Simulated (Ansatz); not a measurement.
# BN: strain energy, fitted

BN, R3m, a = 2.506 Å, c = 9.885 Å. This isn't the usual stable structure of the compound. Ansatz: PBE+D3(BJ), PAW, 420 eV, Γ-centred 12×12×4 mesh on 6 atoms, Gaussian smearing 0.02 eV; no spin polarisation. Series: strain along c alone, the other axes held, atoms relaxed; x is the strain in per cent. y is the free energy over the unstrained cell, V0 = 8.961 Å³/atom.

```
x (%) y (meV/atom)
 -6.0             ?
 -4.0          1.52
 -2.0          0.33
  0.0          0.00
  2.0          0.33
  4.0          1.11
  6.0          2.29
```

Question: Fit y = c2 x² + c3 x³ to the other rows, turn c2 into a modulus, and predict the missing energy.

Answer: Least squares on the rows shown. y = 0.08229 x² − 0.003120 x³. In eV per unit strain² c2 is 0.8229; this is C33 with relaxed ions (E = ½ C33 V0 ε²): 2 × 0.8229 × 160.2 / (8.961) = 29 GPa. At x = -6.0 the fit asked for gives 3.64 meV/atom. The run gave 3.80 meV/atom, so the fit is 0.16 meV/atom too low, 4.2 % of the span of the series, against an rms of 0.02 meV/atom on the fitted rows. The row lies outside the fitted range. With a term in x⁴ added, a fit to the same known rows predicts 3.65 meV/atom, no real gain.